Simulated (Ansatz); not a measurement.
# CdO (Monteponite) (Fm-3m) in Ansatz: notebook

One crystal, CdO (Monteponite), is run at these levels: PBE; tasks: single point.

Everything below comes from runs of Ansatz 0.2.0. Logs are shortened: lines on timing, memory, paths and dates and some standing lists are left out, and cuts for length are marked.

**1. The structure**

The structure is cubic, space group Fm-3m (No. 225). The conventional cell has a = 4.699 Å, b = 4.699 Å, c = 4.699 Å, α = 90.00°, β = 90.00°, γ = 90.00°. Cd (site symmetry m-3m) has 6 O at 2.35 Å as nearest neighbours. Around O (site symmetry m-3m) lie 6 Cd at 2.35 Å.

**2. Single point, PBE**

input.yaml reads:

```yaml
crystal:
  lattice:
    - [0.0, 2.3495, 2.3495]
    - [2.3495, 0.0, 2.3495]
    - [2.3495, 2.3495, 0.0]
  atoms:
    - { symbol: Cd, position: [0.0, 0.0, 0.0] }
    - { symbol: O, position: [0.5, 0.5, 0.5] }
hamiltonian:
  xc: pbe
  pseudopotentials: { kind: paw }
kpoints:
  mp_grid: { grid: [10, 10, 10] }
scf:
  occupations: { method: gaussian, width: 0.025 }
output:
  forces: true
  stress: true
  eigenvalues: true
```

Potentials or basis: Ansatz PAW.

On the command line:

```bash
$ ansatz run input.yaml --threads 2 --pin off --max-ram 5632MiB --backend cpu --events-out ev --progress --plain --runs-dir out
```

What it wrote:

```text
Warning: RAYON_NUM_THREADS=2 ignored (pool sized by the plan → 2); use --threads N
Engine: ansatz 0.2.0, aarch64-unknown-linux-gnu
Pseudopotentials: kind: paw
Pseudopotential: Cd, paw, valence charge 20, recommended cutoff 420 eV (normal), Cd.paw.azcp
Pseudopotential: O, paw, valence charge 6, recommended cutoff 420 eV (normal), O.paw.azcp
Functional definition: PBE
  parameter kappa = 0.804
  parameter beta = 0.06672455060314922
  exchange = pbe_x(kappa = kappa, mu = beta*pi^2/3)
  correlation = pbe_c(beta = beta)
Crystal: 2 atoms, lattice volume = 25.939 Å³
Basis set: ecut = 420 eV, 531 PW (Γ), exchange–correlation on 48×48×48 points (8 copies of the dense FFT grid, shifted against one another)
Bands: 17, of which v1, the nominal top of the filled ones, is band 13 counted from 1 (12 counted from 0)
Symmetry: 48 space group operations
Space group: Fm-3m (ITA 225), of the structure as read, at distance tolerance 3.0e-5 Å
k-points: 47 of 1000
Non-local potential: Cd, projectors of the file, l = 0: 3, l = 1: 2, l = 2: 2, l = 3: 1
Non-local potential: O, projectors of the file, l = 0: 2, l = 1: 2, l = 2: 1
PAW form: soft (Blöchl's): semilocal exchange-correlation on the pseudo side does not see the compensation charge
PAW one-centre angular grid: Cd, 590 points (default); XC on 64 Gauss nodes
PAW one-centre angular grid: O, 110 points (default); XC on 64 Gauss nodes
Initial density: superposition of atomic densities (neutral atoms: chi_scale 0, normalization atom), corrected by the library's trained network
Initial wavefunctions: pseudopotential atomic-orbital guess
Functional: x = pbe(κ = 0.804, μ = 0.2195149727645171), c = pbe(β = 0.06672455060314922)
SCF iter   1: F=—  HF=-8821.419389 eV  |F-HF|=—  |Δ(HF+E_count)|=         —  Δρ=1.08e-3  dr2=1.63e-4  ethr=1.77e-3  ⟨swp⟩=5.3  Hψ=3643  notcnv=0
preconditioner: auto → none  [insulator: Δε(μ)=0.613 eV  Ē_g=15.449 eV  σ=0.025 eV  W_gap=0.88  n_scr=14 (ndim 8)  ℏωp=30.9 eV  f_vac=0.000  D(μ)=0.19/eV (n_scr^D=0)  ε∞_Penn≈5.0]
SCF iter   2: F=—  HF=-8821.419758 eV  |F-HF|=—  |Δ(HF+E_count)|=   3.69e-4  Δρ=3.56e-4  dr2=8.78e-6  ethr=6.29e-7  ⟨swp⟩=2.7  Hψ=1779  notcnv=0
SCF iter   3: F=—  HF=-8821.419805 eV  |F-HF|=—  |Δ(HF+E_count)|=   4.66e-5  Δρ=1.52e-4  dr2=1.51e-6  ethr=3.38e-8  ⟨swp⟩=2.4  Hψ=1205  notcnv=0
iter 4 did not close the SCF: its close was put off for the readings that it lacked (scf_convergence_deferred on its scf_iter line)
SCF iter   4: F=-8821.419812 eV  HF=-8821.419812 eV  |F-HF|=5.86e-8  |Δ(HF+E_count)|=   7.36e-6  Δρ=1.69e-5  dr2=2.66e-8  ethr=5.81e-9  ⟨swp⟩=2.0  Hψ=1223  notcnv=0
iter 5 did not close the SCF: its close was put off for the readings that it lacked (scf_convergence_deferred on its scf_iter line)
SCF iter   5: F=-8821.419812 eV  HF=-8821.419812 eV  |F-HF|=4.47e-10  |Δ(HF+E_count)|=   6.83e-8  Δρ=2.43e-6  dr2=7.75e-10  ethr=1.02e-10  ⟨swp⟩=2.0  Hψ=1223  notcnv=0
SCF iter   6: F=-8821.419812 eV  HF=-8821.419812 eV  |F-HF|=9.09e-12  |Δ(HF+E_count)|=  7.82e-10  Δρ=3.11e-7  dr2=1.90e-11  ethr=2.98e-12  ⟨swp⟩=1.0  Hψ=2210  notcnv=0
SCF 1 converged in 6 iterations: F = -8821.419812 eV  dr2 = 1.90e-11
SCF converged after 6 iterations
Free energy (F): -8821.419812 eV
Harris-Foulkes:  -8821.419812 eV  (|F-HF|=9.09e-12)
Internal energy: -8821.419753 eV  (E = F + TS)
E sigma→0 (E₀):  -8821.419783 eV
Entropy (-TS):   -0.000059 eV (-0.030 meV/atom)
Fermi energy:    12.716247 eV
--- Per-component energies (eV) ---
  E_band       = -351.856813
  E_kinetic    = 680.119005
  E_local      = -3035.266130  (includes V_loc(G=0)·N_el)
  E_nonlocal   = 83.883530
  E_hartree    = 1406.932828
  E_xc         = -250.364387
  E_vxc        = -315.644279  (∫ρ·V_xc dr)
  E_paw        = -4243.126913  (= ΣΔE_a)
  E_vpaw       = -578.816887  (= ΣTr[D̂ρ^β])
  E_aug_tail   = 0.002387  (compensation charges beyond the density's cutoff)
  E_ewald      = -3463.600073
  E_smearing   = -0.000059  (= −TS)
  E_closure    = -0.000000  (closes the sum)
  Σ components = -8821.419812   (vs F -8821.419812, Δ=0.00e0)
--- Forces (eV/Å), atoms counted from 1 ---
  atom   1  Cd    -0.00000000    -0.00000000    -0.00000000
  atom   2  O      0.00000000    -0.00000000     0.00000000
  max |Σ_I F_I| component: 1.21e-29 eV/Å
--- Stress (GPa, compression-positive) ---
        6.084323      -0.000000      -0.000000
       -0.000000       6.084323      -0.000000
        0.000000      -0.000000       6.084323
  P = ⅓ Tr σ = 6.0843 GPa (60.843 kbar)
--- Band table (eV; the first three rows and the last of 47) ---
  k-point 0: bands = ["-87.7088", "-48.7998", "-48.7998", "-48.7998", "-4.6626", "5.9952", "5.9952", "5.9952", "6.2998", "6.2998", "11.3346", "11.3346", "11.3346", "12.2877", "27.2143", "29.7353", "29.7353"]
  k-point 1: bands = ["-87.7087", "-48.8014", "-48.8001", "-48.8001", "-4.5937", "5.9546", "6.0116", "6.0116", "6.2321", "6.2321", "10.4658", "11.4752", "11.4752", "13.3050", "26.1751", "28.8753", "28.8753"]
  k-point 2: bands = ["-87.7085", "-48.8056", "-48.8007", "-48.8007", "-4.4075", "5.8006", "5.8950", "5.8950", "6.2365", "6.2365", "9.5557", "11.8281", "11.8281", "14.6784", "23.9693", "27.3282", "27.3282"]
  k-point 46: bands = ["-87.7075", "-48.8124", "-48.8096", "-48.8065", "-3.9277", "5.7390", "5.8731", "6.0331", "6.6862", "6.8945", "9.4004", "9.9640", "10.7980", "18.4425", "21.4090", "21.9352", "23.7690"]
```

Run time: 0.76 s. Hardware: 2 threads of Arm Neoverse V1, shared host; peak memory 0.28 GiB.

Results:

```yaml
Free_energy: -8821.4198 eV
Pressure: 6.1 GPa
Band_gap_on_the_k_mesh: none (metal or under the smearing width)
```

Levels at points of the mesh, in eV from the Fermi level:
| k point | band 10 | band 11 | band 12 | band 13 | band 14 | band 15 | band 16 | band 17 |
| --- | --- | --- | --- | --- | --- | --- | --- | --- |
| (0.00, 0.00, 0.00) | -6.42 | -1.38 | -1.38 | -1.38 | -0.43 | 14.50 | 17.02 | 17.02 |
| (0.00, 0.00, -0.50) | -6.17 | -3.82 | -0.02 | -0.02 | 4.42 | 7.31 | 11.86 | 11.86 |
| (0.00, -0.50, -0.50) | -5.72 | -4.34 | -2.34 | -2.34 | 3.90 | 8.50 | 11.22 | 13.28 |

Caveat: the pressure holds a Pulay correction of +0.5 GPa for the finite cutoff; this crystal is a semiconductor, whose small gap the functional closes, so the metal is an error of the method.

**3. Single point, PBE**

Edit input.yaml of step 2 so:

```diff
@@ -14,3 +14,3 @@
 scf:
-  occupations: { method: gaussian, width: 0.025 }
+  occupations: { method: gaussian, width: 0.026 }
 output:
```

Potentials or basis: Ansatz PAW.

On the command line:

```bash
$ ansatz run input.yaml --threads 2 --pin off --max-ram 5632MiB --backend cpu --events-out ev --progress --plain --runs-dir out
```

Run time: 0.75 s. Hardware: 2 threads of Arm Neoverse V1, shared host; peak memory 0.28 GiB.

It converged, with:

- Free energy: -8821.4198 eV
- Pressure: 6.1 GPa
- Band gap on the k mesh: none (metal or under the smearing width)

Levels at points of the mesh, in eV from the Fermi level:
```csv
k point,band 10,band 11,band 12,band 13,band 14,band 15,band 16,band 17
"(0.00, 0.00, 0.00)",-6.42,-1.38,-1.38,-1.38,-0.43,14.50,17.02,17.02
"(0.00, 0.00, -0.50)",-6.17,-3.82,-0.02,-0.02,4.42,7.31,11.86,11.86
"(0.00, -0.50, -0.50)",-5.72,-4.34,-2.34,-2.34,3.90,8.50,11.22,13.28
```

Caveat: the pressure holds a Pulay correction of +0.5 GPa for the finite cutoff; this crystal is a semiconductor, whose small gap the functional closes, so the metal is an error of the method.

**4. Single point, PBE**

Edit input.yaml of step 3 so:

```diff
@@ -14,3 +14,3 @@
 scf:
-  occupations: { method: gaussian, width: 0.026 }
+  occupations: { method: gaussian, width: 0.027 }
 output:
@@ -19 +19,5 @@
   eigenvalues: true
+  write_density: true
+  write_potential: true
+  elf: true
+  volumetric_format: npy
```

Potentials or basis: Ansatz PAW.

On the command line:

```bash
$ ansatz run input.yaml --threads 2 --pin off --max-ram 5632MiB --backend cpu --events-out ev --progress --plain --runs-dir out
```

What it wrote:

```text
Warning: RAYON_NUM_THREADS=2 ignored (pool sized by the plan → 2); use --threads N
[... 9 set-up lines as earlier in the session ...]
Crystal: 2 atoms, lattice volume = 25.939 Å³
Basis set: ecut = 420 eV, 531 PW (Γ), exchange–correlation on 48×48×48 points (8 copies of the dense FFT grid, shifted against one another)
Bands: 17, of which v1, the nominal top of the filled ones, is band 13 counted from 1 (12 counted from 0)
[... 2 set-up lines as earlier in the session ...]
k-points: 47 of 1000
[... 8 set-up lines as earlier in the session ...]
SCF iter   1: F=—  HF=-8821.419394 eV  |F-HF|=—  |Δ(HF+E_count)|=         —  Δρ=1.08e-3  dr2=1.63e-4  ethr=1.77e-3  ⟨swp⟩=5.3  Hψ=3640  notcnv=0
preconditioner: auto → none  [insulator: Δε(μ)=0.613 eV  Ē_g=15.449 eV  σ=0.027 eV  W_gap=0.88  n_scr=14 (ndim 8)  ℏωp=30.9 eV  f_vac=0.000  D(μ)=0.18/eV (n_scr^D=0)  ε∞_Penn≈5.0]
SCF iter   2: F=—  HF=-8821.419763 eV  |F-HF|=—  |Δ(HF+E_count)|=   3.69e-4  Δρ=3.56e-4  dr2=8.78e-6  ethr=6.29e-7  ⟨swp⟩=2.7  Hψ=1765  notcnv=0
SCF iter   3: F=—  HF=-8821.419810 eV  |F-HF|=—  |Δ(HF+E_count)|=   4.67e-5  Δρ=1.52e-4  dr2=1.51e-6  ethr=3.38e-8  ⟨swp⟩=2.4  Hψ=1205  notcnv=0
iter 4 did not close the SCF: its close was put off for the readings that it lacked (scf_convergence_deferred on its scf_iter line)
SCF iter   4: F=-8821.419817 eV  HF=-8821.419817 eV  |F-HF|=5.86e-8  |Δ(HF+E_count)|=   7.36e-6  Δρ=1.69e-5  dr2=2.66e-8  ethr=5.81e-9  ⟨swp⟩=2.0  Hψ=1223  notcnv=0
iter 5 did not close the SCF: its close was put off for the readings that it lacked (scf_convergence_deferred on its scf_iter line)
SCF iter   5: F=-8821.419817 eV  HF=-8821.419817 eV  |F-HF|=4.47e-10  |Δ(HF+E_count)|=   6.83e-8  Δρ=2.43e-6  dr2=7.77e-10  ethr=1.02e-10  ⟨swp⟩=2.0  Hψ=1223  notcnv=0
SCF iter   6: F=-8821.419817 eV  HF=-8821.419817 eV  |F-HF|=1.82e-12  |Δ(HF+E_count)|=  7.97e-10  Δρ=3.12e-7  dr2=1.91e-11  ethr=2.99e-12  ⟨swp⟩=3.2  Hψ=3445  notcnv=0
SCF 1 converged in 6 iterations: F = -8821.419817 eV  dr2 = 1.91e-11
SCF converged after 6 iterations
Free energy (F): -8821.419817 eV
Harris-Foulkes:  -8821.419817 eV  (|F-HF|=1.82e-12)
Internal energy: -8821.419753 eV  (E = F + TS)
E sigma→0 (E₀):  -8821.419785 eV
Entropy (-TS):   -0.000064 eV (-0.032 meV/atom)
Fermi energy:    12.717963 eV
--- Per-component energies (eV) ---
  E_band       = -351.856811
  E_kinetic    = 680.119006
  E_local      = -3035.266135  (includes V_loc(G=0)·N_el)
  E_nonlocal   = 83.883531
  E_hartree    = 1406.932832
  E_xc         = -250.364387
  E_vxc        = -315.644279  (∫ρ·V_xc dr)
  E_paw        = -4243.126913  (= ΣΔE_a)
  E_vpaw       = -578.816888  (= ΣTr[D̂ρ^β])
  E_aug_tail   = 0.002387  (compensation charges beyond the density's cutoff)
  E_ewald      = -3463.600073
  E_smearing   = -0.000064  (= −TS)
  E_closure    = 0.000000  (closes the sum)
  Σ components = -8821.419817   (vs F -8821.419817, Δ=0.00e0)
--- Forces (eV/Å), atoms counted from 1 ---
  atom   1  Cd    -0.00000000     0.00000000    -0.00000000
  atom   2  O      0.00000000    -0.00000000     0.00000000
  max |Σ_I F_I| component: 1.75e-29 eV/Å
--- Stress (GPa, compression-positive) ---
        6.084338       0.000000      -0.000000
        0.000000       6.084338      -0.000000
       -0.000000       0.000000       6.084338
  P = ⅓ Tr σ = 6.0843 GPa (60.843 kbar)
--- Band table (eV; the first three rows and the last of 47) ---
  k-point 0: bands = ["-87.7088", "-48.7998", "-48.7998", "-48.7998", "-4.6626", "5.9952", "5.9952", "5.9952", "6.2998", "6.2998", "11.3346", "11.3346", "11.3346", "12.2877", "27.2143", "29.7353", "29.7353"]
  k-point 1: bands = ["-87.7087", "-48.8014", "-48.8001", "-48.8001", "-4.5937", "5.9546", "6.0116", "6.0116", "6.2321", "6.2321", "10.4658", "11.4752", "11.4752", "13.3050", "26.1751", "28.8753", "28.8753"]
  k-point 2: bands = ["-87.7085", "-48.8056", "-48.8007", "-48.8007", "-4.4075", "5.8006", "5.8950", "5.8950", "6.2365", "6.2365", "9.5557", "11.8281", "11.8281", "14.6784", "23.9693", "27.3282", "27.3282"]
  k-point 46: bands = ["-87.7075", "-48.8124", "-48.8096", "-48.8065", "-3.9277", "5.7390", "5.8731", "6.0331", "6.6862", "6.8945", "9.4004", "9.9640", "10.7980", "18.4425", "21.4090", "21.9352", "23.7690"]
```

rho_z.tsv:

```text
# z_ang	rho[e/angstrom^3]
# format = ansatz-planar-average/11
# lattice	0.000000000	2.349500000	2.349500000
# lattice	2.349500000	0.000000000	2.349500000
# lattice	2.349500000	2.349500000	0.000000000
# sites	2
# site	48	0.000000000	0.000000000	0.000000000
# site	8	2.349500000	2.349500000	2.349500000
0.000000	2.180309e0
0.138446	2.074689e0
0.276891	1.790688e0
0.415337	1.410764e0
0.553782	1.031574e0
0.692228	7.293791e-1
[... 16 lines left out ...]
3.045804	1.790688e0
3.184249	2.074689e0
```

v_z.tsv:

```text
# z_ang	v_es[eV]	v_tot[eV]
# format = ansatz-planar-average/11
# xc	pbe
# density_cutoff_ev	1680
# datasets	Cd=:simpson_from_first_knot:soft	O=:simpson_from_first_knot:soft
# lattice	0.000000000	2.349500000	2.349500000
# lattice	2.349500000	0.000000000	2.349500000
# lattice	2.349500000	2.349500000	0.000000000
# sites	2
# site	48	0.000000000	0.000000000	0.000000000
# site	8	2.349500000	2.349500000	2.349500000
0.000000	6.180586e0	-6.328665e0
0.138446	6.360899e0	-6.080853e0
0.276891	6.856997e0	-5.387164e0
0.415337	7.606001e0	-4.340272e0
0.553782	8.503964e0	-3.109237e0
0.692228	9.530924e0	-1.784073e0
[... 16 lines left out ...]
3.045804	6.856997e0	-5.387164e0
3.184249	6.360899e0	-6.080853e0
```

Wall time 0.98 s (2 threads of Arm Neoverse V1, shared host); peak memory 0.28 GiB.

What came out:

```
Free energy            : -8821.4198 eV
Pressure               : 6.1 GPa
Band gap on the k mesh : none (metal or under the smearing width)
```

Levels at points of the mesh, in eV from the Fermi level:
| k point | band 11 | band 12 | band 13 | band 14 | band 15 | band 16 |
| --- | --- | --- | --- | --- | --- | --- |
| (0.00, 0.00, 0.00) | -1.38 | -1.38 | -1.38 | -0.43 | 14.50 | 17.02 |
| (0.00, 0.00, -0.50) | -3.82 | -0.02 | -0.02 | 4.42 | 7.31 | 11.86 |
| (0.00, -0.50, -0.50) | -4.34 | -2.34 | -2.34 | 3.90 | 8.50 | 11.22 |

Caveat: the pressure holds a Pulay correction of +0.5 GPa for the finite cutoff; this crystal is a semiconductor, whose small gap the functional closes, so the metal is an error of the method.

**5. Summary**

| smearing | gap on the mesh (eV) | pressure (GPa) |
| --- | --- | --- |
| gaussian 0.025 eV | none | 6.1 |
| gaussian 0.026 eV | none | 6.1 |
| gaussian 0.027 eV | none | 6.1 |

Alike in all rows: task single point; level PBE; potentials or basis Ansatz PAW; no spin polarisation; cell as given; k mesh 10 × 10 × 10; cutoff (eV) 420.

Every run on the cell as given and a fine mesh finds a metal.

Caveats: this crystal is a semiconductor, whose small gap the functional closes, so the metal is an error of the method.

Absolute energies hang on the potentials; compare differences alone.
